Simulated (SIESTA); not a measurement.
## BaTiO3 (Barioperovskite) under changes of volume

One of the cells (12.867 Å³/atom); the others are scaled copies at fixed shape and fractional positions:

```
Ba Ti O
1.0
     3.98550    0.00000    0.00000
     0.00000    2.83690    2.84515
     0.00000   -2.83690    2.84515
Ba Ti O
1 1 3
Direct
  0.00000 0.00000 0.00000
  0.50000 0.51240 0.51240
  0.50000 0.99184 0.50524
  0.50000 0.50524 0.99184
  0.00000 0.48740 0.48740
```

```yaml
Program: SIESTA 5.4.2
Functional: LDA
Potentials_or_basis: PseudoDojo 0.4 standard (LDA files)
Basis: DZP (energy shift 0.003 Ry; two zetas on semicore shells; d shell added on Ba)
Grid_cutoff: 800 Ry
Energy_shift: 0.003 Ry
k_mesh: 5 × 5 × 5
Occupations: fermi-dirac, width 0.05 eV
Spin: no spin polarisation
```

| volume (Å³/atom) | energy over the lowest point (meV/atom) | pressure (GPa) | gap on the mesh (eV) | largest force (eV/Å) |
| --- | --- | --- | --- | --- |
| 12.095 | 4.91 | 5.3 | 1.95 | 0.267 |
| 12.353 | 0.00 | 0.9 | 1.94 | 0.233 |
| 12.610 | ? | ? | ? | ? |
| 12.867 | 9.29 | -6.4 | 1.85 | 0.286 |
| 13.125 | 22.12 | -9.5 | 1.81 | 0.346 |
| 13.382 | 39.66 | -12.2 | 1.77 | 0.407 |
| 13.639 | 61.34 | -14.7 | 1.73 | 0.485 |

What does the run at 12.610 Å³/atom give?

Energy over the lowest point 1.71 meV/atom; pressure -3.0 GPa; gap on the mesh 1.90 eV; largest force 0.245 eV/Å.

Worked out: A Birch-Murnaghan fit of order 3 (a polynomial in V^(-2/3)) to the other rows has its minimum at 12.41 Å³/atom with B0 = V·E''(V) = 193 GPa and B' = 4.5 at fixed shape and positions, which overstates the stiffness. It gives 1.71 meV/atom at 12.610 Å³/atom, against the run's 1.71, and -dE/dV = -3.0 GPa, against -3.0. A parabola through the other rows of the gap, of slope -1.77 eV per unit of ln V there, gives 1.89 eV, against the run's 1.90.

Energies are extrapolated to zero smearing.

Caveats: this set's barium file shifts pressures by up to 1 GPa against other sets; spin-orbit coupling is left out, which moves the levels of the heavy elements; an odd mesh through Γ misses points on the zone boundary, where band edges often lie; the basis of atomic orbitals isn't converged, which shifts pressures, moduli and gaps.
